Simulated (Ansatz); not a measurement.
# ZnAu under changes of volume

One of the cells (15.583 Å³/atom); the others are scaled copies at fixed shape and fractional positions:

```
CELL_PARAMETERS angstrom
3.14700 0.00000 0.00000
0.00000 3.14700 0.00000
0.00000 0.00000 3.14700
ATOMIC_POSITIONS crystal
Au 0.00000 0.00000 0.00000
Zn 0.50000 0.50000 0.50000
```

- Program: Ansatz 0.2.0
- Functional: PBEsol
- Potentials or basis: all-electron LAPW, scalar-relativistic
- Cutoff: 287 eV (chosen from the basis error)
- Basis error allowed: 0.0005 eV/atom
- k mesh: 8 × 8 × 8
- Occupations: fermi-dirac, width 0.05 eV
- Spin: no spin polarisation

```csv
volume (Å³/atom),energy over the lowest point (meV/atom),pressure (GPa)
14.648,15.28,7.4
14.960,4.34,3.8
15.272,0.00,0.6
15.583,1.45,-2.2
15.895,7.99,-4.6
16.207,?,?
16.518,33.92,-8.6
```

Q: What does the run at 16.207 Å³/atom give?

A: Energy over the lowest point 19.00 meV/atom; pressure -6.7 GPa.

Worked out: A Birch-Murnaghan fit of order 3 (a polynomial in V^(-2/3)) to the other rows has its minimum at 15.34 Å³/atom with B0 = V·E''(V) = 142 GPa and B' = 5.3. It gives 19.02 meV/atom at 16.207 Å³/atom, against the run's 19.00, and -dE/dV = -6.7 GPa, against -6.7.

Energies are extrapolated to zero smearing.
